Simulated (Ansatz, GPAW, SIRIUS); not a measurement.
# One calculation of CdF2, 5 ways

```
Cd F
1.0
     0.00000    2.69400    2.69400
     2.69400    0.00000    2.69400
     2.69400    2.69400    0.00000
Cd F
1 2
Direct
  0.00000 0.00000 0.00000
  0.75000 0.75000 0.75000
  0.25000 0.25000 0.25000
```

Alike in all runs: task equation of state; functional PBE; k mesh 9 × 9 × 9; occupations fermi-dirac, width 0.05 eV; no spin polarisation; no spin-orbit coupling.

```
                        program and potentials  plane-wave cutoff (eV)  notes  equilibrium volume (Å³/atom)  bulk modulus (GPa)
                            Ansatz, Ansatz PAW                     420      -                         13.72                94.1
         Ansatz, Ansatz PAW (earlier soft set)                     420      -                         13.73                93.7
    GPAW, GPAW PAW data sets (gpaw-data 1.2.1)                     800      -                         13.70                90.1
Ansatz, all-electron LAPW, scalar-relativistic                       -      -                         13.72                93.8
 SIRIUS, all-electron FP-LAPW, apw+lo standard                       -      -                         13.70                92.4
```

The equilibrium volume spans 13.70 (SIRIUS, all-electron FP-LAPW, apw+lo standard) to 13.73 Å³/atom (Ansatz, Ansatz PAW (earlier soft set)), with all-electron results at 13.70 to 13.72. The bulk modulus spans 90.1 (GPAW, GPAW PAW data sets (gpaw-data 1.2.1)) to 94.1 GPa (Ansatz, Ansatz PAW), with all-electron results at 92.4 to 93.8.

The functional is the same throughout but for its coding, so the spread measures potentials, basis and numerics; runs on potential files found faulty are left out.
